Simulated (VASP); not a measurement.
Here is a VASP 6.6.1 calculation.

INCAR

```
PREC = Accurate
ENCUT = 300
EDIFF = 1E-7
ISMEAR = 0
SIGMA = 0.03
LREAL = False
LASPH = True
NELM = 80
ALGO = Fast
ISIF = 2
LWAVE = False
LCHARG = False
GGA = PE
IBRION = 2
NSW = 40
EDIFFG = -0.01
```

File KPOINTS:

```
regular mesh
0
Gamma
  4 4 4
```

File POSCAR:

```
KCl                                     
1.0
   -0.0000000000      3.1974965007      3.1974965007
    3.1974965007      0.0000000000      3.1974965007
    3.1974965007      3.1974965007     -0.0000000000
  K               Cl            
     1     1
Direct
     1.0000000000000000    1.0000000000000000    0.0000000000000000
     0.5000000000000000    0.5000000000000000    0.5000000000000000
```

Potentials or basis: VASP PAW PBE potentials, release 64 (K_pv, Cl).

Run with:

```console
$ cat potpaw_PBE.64/K_pv/POTCAR potpaw_PBE.64/Cl/POTCAR > POTCAR
$ mpirun -np 1 vasp_std > vasp.out
```

(1) Estimate the band gap on the k mesh.

## Answers

(1) 5.01 eV, direct.

Caveat: the k mesh is coarse (spacing up to 0.43 Å⁻¹), so the values aren't converged; the relaxation stopped at its first step, so nothing moved.
